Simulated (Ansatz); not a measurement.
SnTe:

```
Te Sn
1.0
     0.00000    3.15085    3.15085
     3.15085    0.00000    3.15085
     3.15085    3.15085    0.00000
Te Sn
1 1
Cartesian
  3.1509 3.1509 3.1509
  0.0000 0.0000 0.0000
```

| Property | Result |
| --- | --- |
| Program | Ansatz 0.2.0 |
| Task | relaxation of cell and atoms |
| Functional | RPBE |
| Potentials or basis | all-electron LAPW, scalar-relativistic |
| Basis error allowed | 0.001 eV/atom |
| k mesh | 7 × 7 × 7 |
| Occupations | fermi-dirac, width 0.05 eV |
| Spin | no spin polarisation |

At the start: volume 31.28 Å³/atom.

Q: How do energy, volume and symmetry change on relaxing?

A: Over 5 steps the energy falls by 29.3 meV/atom and the volume is 34.04 Å³/atom (+8.8 %); space group Fm-3m (No. 225, to 0.05 Å).

The path:
```
step  energy change (eV)  largest force (eV/Å)  volume (Å³)
   1              0.0000                0.0000        62.56
   2             -0.0555                0.0000        69.48
   3             -0.0585                0.0000        68.28
   4             -0.0586                0.0000        68.08
   5             -0.0586                0.0000        68.08
```

Final structure:
```
CELL_PARAMETERS angstrom
0.00000 3.24095 3.24095
3.24095 0.00000 3.24095
3.24095 3.24095 0.00000
ATOMIC_POSITIONS crystal
Te 0.50000 0.50000 0.50000
Sn 0.00000 0.00000 0.00000
```
